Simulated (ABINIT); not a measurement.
Here is an ABINIT 10.8.3 (patched build) calculation.

File run.abi:

```
# Pseudopotentials
pp_dirpath "./"
pseudos "Se.upf, Zn.upf"

# Structure
acell 3*1.0
rprim
     0.0000000000     5.3551058920     5.3551058920
     5.3551058920     0.0000000000     5.3551058920
     5.3551058920     5.3551058920     0.0000000000
ntypat 2
znucl 34 30
natom 2
typat 1 2
xcart
     4.2507000000     4.2507000000     4.2507000000
     0.0000000000     0.0000000000     0.0000000000 Angstrom

# Plane-wave basis
ecut 39.0

# k points
kptopt 1
ngkpt 6 6 6
nshiftk 1
shiftk 0.0 0.0 0.0

# Exchange and correlation
ixc -116133

# Bands and occupations
nband 22
occopt 3
tsmear 0.00183747

# SCF cycle
nstep 100
tolvrs 1.0e-10

# Output
iomode 3
prtwf 0
prtden 0
prteig 0
prtebands 0
```

Potentials or basis: PseudoDojo NC SR PBEsol v0.4.1 standard.

Command:

```bash
$ mpirun --bind-to none -np 4 abinit run.abi > log 2>&1
```

What does it give for the band gap on the k mesh?

1.17 eV, direct.

What does it give for the pressure?

-1.6 GPa.

**Measured values to compare with.**

“Alloy Disordering Effects on the Thermal Conductivity and Energy Gap Temperature Dependence of Cd1−xZnxSe Ternary Crystals Grown by the Bridgman Method”, 2023, pmc:10253836 reports, for a bulk crystal of ZnSe at 300 K: band gap 2.695 ± 0.003 eV (an exciton energy, a little under the gap).

Against the measured gap of ZnSe, 2.695 eV (an exciton energy, a little under the gap; 300 K; “Alloy Disordering Effects on the Thermal Conductivity and Energy Gap Temperature Dependence of Cd1−xZnxSe Ternary Crystals Grown by the Bridgman Method”, 2023, pmc:10253836), the calculated 1.17 eV is off by -1.53 eV. So large a miss can be the level of theory's own, or it may mean another phase, state or a wrong row. Spin-orbit coupling on Se is left out. The value is that of PBEsol, without temperature or zero-point motion. Semilocal functionals fall short of measured gaps as a rule.
